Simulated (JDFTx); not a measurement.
# Ag (Fm-3m) in JDFTx: a series of runs

One crystal, Ag, is run at these levels: PBE; tasks: relaxation of cell and atoms, relaxation of the atoms.

All numbers are computed with JDFTx 1.7.0 (patched build); they aren't measurements. Logs are shortened: lines on timing, memory, paths and dates and some standing lists are left out, and cuts for length are marked. The log counts tension as positive stress, the text compression.

### Step 1. The structure

The structure is cubic, space group Fm-3m (No. 225). Conventional cell: a = 4.085 Å, b = 4.085 Å, c = 4.085 Å, α = 90.00°, β = 90.00°, γ = 90.00°. Ag (site symmetry m-3m) is surrounded by 12 Ag at 2.89 Å.

### Step 2. Relaxation of cell and atoms, PBE

File Ag.in:

```
lattice \
    0.0000000000     3.8602380411     3.8602380411 \
    3.8602380411     0.0000000000     3.8602380411 \
    3.8602380411     3.8602380411     0.0000000000
coords-type Cartesian
ion Ag     0.0000000000     0.0000000000     0.0000000000 1

ion-species pseudo/Ag.upf
elec-cutoff 41
elec-ex-corr gga-PBE
kpoint-folding 11 11 11
elec-smearing Fermi 0.0018374661
elec-n-bands 15
electronic-SCF nIterations 100 energyDiffThreshold 1e-10
electronic-minimize nIterations 30 energyDiffThreshold 1e-7
forces-output-coords Cartesian
lattice-minimize nIterations 30 energyDiffThreshold 1e-7

dump-name run.$VAR
dump End Ecomponents EigStats BandEigs Kpoints Forces Stress
```

Potentials or basis: PseudoDojo-SR-PBE-0.5-standard.

On the command line:

```bash
> jdftx -c 1 -i Ag.in -o Ag.out
```

Standard output:

```text
*************** JDFTx 1.7.0 (patched build) ***************

Input parsed successfully to the following command list (including defaults):
[... the input with its defaults ...]

---------- Setting up symmetries ----------

Found 48 point-group symmetries of the bravais lattice
Found 48 space-group symmetries with basis
Applied RMS atom displacement 0 bohrs to make symmetries exact.

---------- Initializing the Grid ----------
R =
[            0      3.86024      3.86024  ]
[      3.86024            0      3.86024  ]
[      3.86024      3.86024            0  ]
unit cell volume = 115.046
G =
[  -0.813834   0.813834   0.813834  ]
[   0.813834  -0.813834   0.813834  ]
[   0.813834   0.813834  -0.813834  ]
Minimum fftbox size, Smin = [  32  32  32  ]
Chosen fftbox size, S = [  32  32  32  ]

---------- Exchange Correlation functional ----------
Initalized PBE GGA exchange.
Initalized PBE GGA correlation.

---------- Setting up pseudopotentials ----------
Width of ionic core gaussian charges (only for fluid interactions / plotting) set to 0

Reading pseudopotential file 'pseudo/Ag.upf':
  'Ag' pseudopotential, 'PBE' functional
  Generated using ONCVPSP code by D. R. Hamann
  19 valence electrons, 4 orbitals, 6 projectors, 1001 radial grid points, with lMax = 2
    4S    l: 0   occupation:  2.0   eigenvalue: -3.493089
    4P    l: 1   occupation:  6.0   eigenvalue: -2.152308
    4D    l: 2   occupation: 10.0   eigenvalue: -0.273545
    5S    l: 0   occupation:  1.0   eigenvalue: -0.161880
  Core radius for overlap checks: 1.53 bohrs.

Initialized 1 species with 1 total atoms.

Folded 1 k-points by 11x11x11 to 1331 k-points.

---------- Setting up k-points, bands, fillings ----------
Reduced to 56 k-points under symmetry.
Computing the number of bands and number of electrons
Calculating initial fillings.
nElectrons:  19.000000   nBands: 15   nStates: 56

----- Setting up reduced wavefunction bases (one per k-point) -----
average nbasis = 1442.653 , ideal nbasis = 1442.587

---------- Setting up ewald sum ----------
Optimum gaussian width for ewald sums = 1.967960 bohr.
Real space sum over 2197 unit cells with max indices [  6  6  6  ]
Reciprocal space sum over 2197 terms with max indices [  6  6  6  ]

---------- Allocating electronic variables ----------
Initializing wave functions:  linear combination of atomic orbitals
Note: number of bands (15) exceeds available atomic orbitals (10)
Ag pseudo-atom occupations:   s ( 2 1 )  p ( 6 )  d ( 10 )
	FillingsUpdate:  mu: +0.646950627  nElectrons: 19.000000
LCAOMinimize: Iter:   0  F: -147.3893546288320806  |grad|_K:  1.874e-03  alpha:  1.000e+00
	FillingsUpdate:  mu: +0.659101633  nElectrons: 19.000000
LCAOMinimize: Iter:   1  F: -147.3994275547399866  |grad|_K:  9.382e-05  alpha:  5.019e-01  linmin:  2.367e-01  cgtest: -1.034e+00
LCAOMinimize: 	Bad step direction: g.d > 0.
[... 8 lines of inner loops ...]
LCAOMinimize: Encountered beta<0, resetting CG.
	FillingsUpdate:  mu: +0.658521692  nElectrons: 19.000000
LCAOMinimize: Iter:   5  F: -147.3994552375676790  |grad|_K:  4.546e-08  alpha:  5.486e-01  linmin:  7.462e-05  cgtest: -5.205e-04
LCAOMinimize: Converged (|Delta F|<1.000000e-06 for 2 iters).

--------- Lattice Minimization ---------

-------- Electronic minimization -----------
Will mix electronic density at each iteration.
	FillingsUpdate:  mu: +0.658521692  nElectrons: 19.000000
	FillingsUpdate:  mu: +0.649052214  nElectrons: 19.000000
SCF: Cycle:  0   F: -147.408865203525977   dF: -9.410e-03   |Residual|: 2.742e-02   |deigs|: 3.817e-01
	FillingsUpdate:  mu: +0.650289754  nElectrons: 19.000000
SCF: Cycle:  1   F: -147.409342586578845   dF: -4.774e-04   |Residual|: 5.978e-03   |deigs|: 9.389e-03
	FillingsUpdate:  mu: +0.650087615  nElectrons: 19.000000
SCF: Cycle:  2   F: -147.409345856867333   dF: -3.270e-06   |Residual|: 2.551e-03   |deigs|: 7.780e-04
	FillingsUpdate:  mu: +0.649922225  nElectrons: 19.000000
SCF: Cycle:  3   F: -147.409346548508807   dF: -6.916e-07   |Residual|: 4.801e-04   |deigs|: 3.609e-04
	FillingsUpdate:  mu: +0.649910692  nElectrons: 19.000000
SCF: Cycle:  4   F: -147.409346586282879   dF: -3.777e-08   |Residual|: 2.213e-04   |deigs|: 1.144e-04
	FillingsUpdate:  mu: +0.649904055  nElectrons: 19.000000
SCF: Cycle:  5   F: -147.409346613528584   dF: -2.725e-08   |Residual|: 1.744e-05   |deigs|: 8.661e-05
	FillingsUpdate:  mu: +0.649904877  nElectrons: 19.000000
SCF: Cycle:  6   F: -147.409346615118523   dF: -1.590e-09   |Residual|: 1.998e-05   |deigs|: 4.759e-05
	FillingsUpdate:  mu: +0.649905469  nElectrons: 19.000000
SCF: Cycle:  7   F: -147.409346615965234   dF: -8.467e-10   |Residual|: 8.532e-06   |deigs|: 1.527e-04
	FillingsUpdate:  mu: +0.649905493  nElectrons: 19.000000
SCF: Cycle:  8   F: -147.409346616012868   dF: -4.763e-11   |Residual|: 1.264e-05   |deigs|: 3.306e-05
	FillingsUpdate:  mu: +0.649905424  nElectrons: 19.000000
SCF: Cycle:  9   F: -147.409346616070820   dF: -5.795e-11   |Residual|: 3.059e-06   |deigs|: 5.643e-05
SCF: Converged (|Delta E|<1.000000e-10 for 2 iters).

Setting wave functions to eigenvectors of Hamiltonian
# Lattice vectors:
R =
[            0      3.86024      3.86024  ]
[      3.86024            0      3.86024  ]
[      3.86024      3.86024            0  ]
unit cell volume = 115.046

# Strain tensor in Cartesian coordinates:
[            0            0            0  ]
[            0            0            0  ]
[            0            0            0  ]

# Stress tensor in Cartesian coordinates [Eh/a0^3]:
[ -0.000145338            0            0  ]
[            0 -0.000145338            0  ]
[            0            0 -0.000145338  ]

# Ionic positions in cartesian coordinates:
ion Ag   0.000000000000000   0.000000000000000   0.000000000000000 1

# Forces in Cartesian coordinates:
force Ag  -0.000000000000000  -0.000000000000000  -0.000000000000000 1

# Energy components:
   Eewald =     -107.1912658709665607
       EH =       35.4894552863438477
     Eloc =     -111.2440995903901069
      Enl =       -1.8742914582208683
      Exc =      -23.1667890907349481
 Exc_core =        7.6093655510138252
       KE =       52.9683792348278786
-------------------------------------
     Etot =     -147.4092459381269009
       TS =        0.0001006779439113
-------------------------------------
        F =     -147.4093466160708203

LatticeMinimize: Iter:   0  F: -147.409346616070820  |grad|_K:  5.955e-03

#--- Lowdin population analysis ---
# oxidation-state Ag +0.130

-------- Electronic minimization -----------
Will mix electronic density at each iteration.
	FillingsUpdate:  mu: +0.649905424  nElectrons: 19.000000
	FillingsUpdate:  mu: +0.648141871  nElectrons: 19.000000
SCF: Cycle:  0   F: -147.409380849227176   dF: -1.296e-06   |Residual|: 4.033e-04   |deigs|: 2.764e-05
	FillingsUpdate:  mu: +0.648172594  nElectrons: 19.000000
SCF: Cycle:  1   F: -147.409381043186897   dF: -1.940e-07   |Residual|: 2.424e-05   |deigs|: 1.170e-04
	FillingsUpdate:  mu: +0.648172567  nElectrons: 19.000000
SCF: Cycle:  2   F: -147.409381045616982   dF: -2.430e-09   |Residual|: 2.047e-05   |deigs|: 5.668e-06
	FillingsUpdate:  mu: +0.648172520  nElectrons: 19.000000
SCF: Cycle:  3   F: -147.409381045849074   dF: -2.321e-10   |Residual|: 1.763e-05   |deigs|: 2.942e-06
	FillingsUpdate:  mu: +0.648171956  nElectrons: 19.000000
SCF: Cycle:  4   F: -147.409381045599702   dF: +2.494e-10   |Residual|: 2.066e-05   |deigs|: 6.675e-06
	FillingsUpdate:  mu: +0.648172804  nElectrons: 19.000000
SCF: Cycle:  5   F: -147.409381045923737   dF: -3.240e-10   |Residual|: 3.861e-06   |deigs|: 6.874e-06
	FillingsUpdate:  mu: +0.648172908  nElectrons: 19.000000
SCF: Cycle:  6   F: -147.409381045934907   dF: -1.117e-11   |Residual|: 1.064e-06   |deigs|: 4.192e-06
	FillingsUpdate:  mu: +0.648172932  nElectrons: 19.000000
SCF: Cycle:  7   F: -147.409381045935106   dF: -1.990e-13   |Residual|: 1.704e-06   |deigs|: 1.817e-06
SCF: Converged (|Delta E|<1.000000e-10 for 2 iters).

Setting wave functions to eigenvectors of Hamiltonian
LatticeMinimize: 	Wolfe criterion not satisfied: alpha: 1  (E-E0)/|gdotd0|: -0.971011  gdotd/gdotd0: 0.943451 (taking cubic step)

-------- Electronic minimization -----------
Will mix electronic density at each iteration.
	FillingsUpdate:  mu: +0.648172932  nElectrons: 19.000000
	FillingsUpdate:  mu: +0.644656686  nElectrons: 19.000000
SCF: Cycle:  0   F: -147.409443129648992   dF: -5.143e-06   |Residual|: 8.149e-04   |deigs|: 1.283e-05
	FillingsUpdate:  mu: +0.644719341  nElectrons: 19.000000
SCF: Cycle:  1   F: -147.409443900286789   dF: -7.706e-07   |Residual|: 5.756e-05   |deigs|: 2.360e-04
	FillingsUpdate:  mu: +0.644718626  nElectrons: 19.000000
SCF: Cycle:  2   F: -147.409443909502500   dF: -9.216e-09   |Residual|: 4.144e-05   |deigs|: 7.744e-06
	FillingsUpdate:  mu: +0.644718558  nElectrons: 19.000000
SCF: Cycle:  3   F: -147.409443910305015   dF: -8.025e-10   |Residual|: 3.504e-05   |deigs|: 2.777e-06
	FillingsUpdate:  mu: +0.644717638  nElectrons: 19.000000
SCF: Cycle:  4   F: -147.409443909458588   dF: +8.464e-10   |Residual|: 3.903e-05   |deigs|: 1.077e-05
	FillingsUpdate:  mu: +0.644719165  nElectrons: 19.000000
SCF: Cycle:  5   F: -147.409443910570815   dF: -1.112e-09   |Residual|: 7.188e-06   |deigs|: 7.697e-06
	FillingsUpdate:  mu: +0.644719376  nElectrons: 19.000000
SCF: Cycle:  6   F: -147.409443910607934   dF: -3.712e-11   |Residual|: 2.909e-06   |deigs|: 2.525e-06
	FillingsUpdate:  mu: +0.644719410  nElectrons: 19.000000
SCF: Cycle:  7   F: -147.409443910606399   dF: +1.535e-12   |Residual|: 3.677e-06   |deigs|: 1.169e-06
	FillingsUpdate:  mu: +0.644719365  nElectrons: 19.000000
SCF: Cycle:  8   F: -147.409443910609525   dF: -3.126e-12   |Residual|: 2.609e-06   |deigs|: 4.935e-06
	FillingsUpdate:  mu: +0.644719237  nElectrons: 19.000000
SCF: Cycle:  9   F: -147.409443910611827   dF: -2.302e-12   |Residual|: 1.799e-06   |deigs|: 2.016e-06
SCF: Converged (|Delta E|<1.000000e-10 for 2 iters).

Setting wave functions to eigenvectors of Hamiltonian
# Lattice vectors:
R =
[            0      3.86843      3.86843  ]
[      3.86843            0      3.86843  ]
[      3.86843      3.86843            0  ]
unit cell volume = 115.78

# Strain tensor in Cartesian coordinates:
[    0.0021216            0            0  ]
[            0    0.0021216            0  ]
[            0            0    0.0021216  ]

# Stress tensor in Cartesian coordinates [Eh/a0^3]:
[ -0.000120063            0            0  ]
[            0 -0.000120063            0  ]
[            0            0 -0.000120063  ]

# Ionic positions in cartesian coordinates:
ion Ag   0.000000000000000   0.000000000000000   0.000000000000000 1
[... 242 lines left out ...]
# Strain tensor in Cartesian coordinates:
[    0.0132769            0            0  ]
[            0    0.0132769            0  ]
[            0            0    0.0132769  ]

# Stress tensor in Cartesian coordinates [Eh/a0^3]:
[  9.01954e-08            0            0  ]
[            0  9.01954e-08            0  ]
[            0            0  9.01954e-08  ]

# Ionic positions in cartesian coordinates:
ion Ag   0.000000000000000   0.000000000000000   0.000000000000000 1

# Forces in Cartesian coordinates:
force Ag  -0.000000000000000   0.000000000000000   0.000000000000000 1

# Energy components:
   Eewald =     -105.7867469231892414
       EH =       36.3522777422265051
     Eloc =     -113.5055221867202704
      Enl =       -1.8815269331324729
      Exc =      -23.1572540979627703
 Exc_core =        7.6093634287437233
       KE =       52.9598686063295219
-------------------------------------
     Etot =     -147.4095403637049913
       TS =        0.0001295438253878
-------------------------------------
        F =     -147.4096699075303718

LatticeMinimize: Iter:   5  F: -147.409669907530372  |grad|_K:  3.845e-06  alpha:  1.000e+00  linmin:  1.000e+00
LatticeMinimize: Converged (|Delta F|<1.000000e-07 for 2 iters).

#--- Lowdin population analysis ---
# oxidation-state Ag +0.124

Dumping 'run.eigStats' ...
	eMin: -2.769201 at state 0 ( [ +0.000000 +0.000000 +0.000000 ] spin 0 )
	HOMO: +0.617938 at state 11 ( [ +0.000000 +0.090909 -0.454545 ] spin 0 )
	mu  : +0.618114
	LUMO: +0.619885 at state 31 ( [ +0.000000 +0.363636 +0.454545 ] spin 0 )
	eMax: +1.538573 at state 28 ( [ +0.000000 +0.272727 -0.363636 ] spin 0 )
	HOMO-LUMO gap: +0.001947
	Optical gap  : +0.116828 at state 31 ( [ +0.000000 +0.363636 +0.454545 ] spin 0 )
Done!
```

It took 74 s on 1 thread of AMD EPYC 9R14 (Zen 4), shared host; peak memory 0.08 GiB.

Results:

```
Free energy                            : -4011.2215 eV
Relaxed volume                         : 17.74 Å³/atom
Relaxed cell                           : a = 2.927 Å, b = 2.927 Å, c = 2.927 Å, α = 60.00°, β = 60.00°, γ = 60.00°
Space group after relaxing (to 0.05 Å) : Fm-3m (No. 225)
Energy gained by relaxing              : 8.8 meV/atom
Ionic steps                            : 6
Pressure after relaxing                : 0.0 GPa
Band gap on the k mesh                 : none (metal or under the smearing width)
```

The path:
```
step  energy change (eV)  largest force (eV/Å)  pressure (GPa)  volume (Å³)
   1              0.0000                0.0000            4.28        17.05
   2             -0.0026                0.0000            3.53        17.16
   3             -0.0087                0.0000            0.32        17.68
   4             -0.0088                0.0000            0.04        17.73
   5             -0.0088                0.0000            0.01        17.74
   6             -0.0088                0.0000            0.00        17.74
```

Final structure:
```
Ag
1.0
     0.00000    2.06987    2.06987
     2.06987    0.00000    2.06987
     2.06987    2.06987    0.00000
Ag
1
Direct
  0.00000 0.00000 0.00000
```

Levels at points of the mesh, in eV from the Fermi level:
| k point | band 7 | band 8 | band 9 | band 10 | band 11 | band 12 | band 13 | band 14 |
| --- | --- | --- | --- | --- | --- | --- | --- | --- |
| (0.00, 0.00, 0.00) | -4.92 | -4.92 | -3.95 | -3.95 | 15.82 | 19.13 | 19.13 | 19.13 |

PBE usually gives volumes a little too large and moduli too small. Zero-point motion and thermal expansion aren't in these numbers.

### Step 3. Relaxation of the atoms, PBE (relaxed cell strained by 0.01 in Voigt component 1)

File Ag.in:

```
lattice \
    0.0000000000     3.9506049025     3.9506049025 \
    3.9114900025     0.0000000000     3.9114900025 \
    3.9114900025     3.9114900025     0.0000000000
coords-type Lattice
ion Ag     0.0000000000     0.0000000000     0.0000000000 1

ion-species pseudo/Ag.upf
elec-cutoff 41
elec-ex-corr gga-PBE
kpoint-folding 11 11 11
elec-smearing Fermi 0.0018374661
elec-n-bands 15
electronic-SCF nIterations 100 energyDiffThreshold 1e-10
electronic-minimize nIterations 30 energyDiffThreshold 1e-7
forces-output-coords Cartesian
ionic-minimize nIterations 20 energyDiffThreshold 1e-8 knormThreshold 2e-5

dump-name run.$VAR
dump End Ecomponents EigStats BandEigs Kpoints Forces Stress ElecDensity Dtot KEdensity
```

Potentials or basis: PseudoDojo-SR-PBE-0.5-standard.

On the command line:

```bash
> jdftx -c 1 -i Ag.in -o Ag.out
```

It took 63 s on 1 thread of AMD EPYC 9R14 (Zen 4), shared host; peak memory 0.15 GiB.

The run converged. Its results:

```
Free energy             : -4011.2226 eV
Pressure after relaxing : -0.7 GPa
Band gap on the k mesh  : none (metal or under the smearing width)
```

Stress tensor (GPa, compression positive):
```
-0.63  0.00  0.00
 0.00 -0.75  0.00
 0.00  0.00 -0.75
```

Final structure:
```
Ag
1.0
     0.00000    2.06987    2.06987
     2.09057    0.00000    2.06987
     2.09057    2.06987    0.00000
Ag
1
Direct
  0.00000 0.00000 0.00000
```

Levels at points of the mesh, in eV from the Fermi level:
| k point | band 7 | band 8 | band 9 | band 10 | band 11 | band 12 | band 13 | band 14 |
| --- | --- | --- | --- | --- | --- | --- | --- | --- |
| (0.00, 0.00, 0.00) | -4.86 | -4.86 | -3.96 | -3.90 | 15.80 | 18.97 | 19.08 | 19.08 |

Caveat: the relaxation stopped at its first step, so nothing moved.
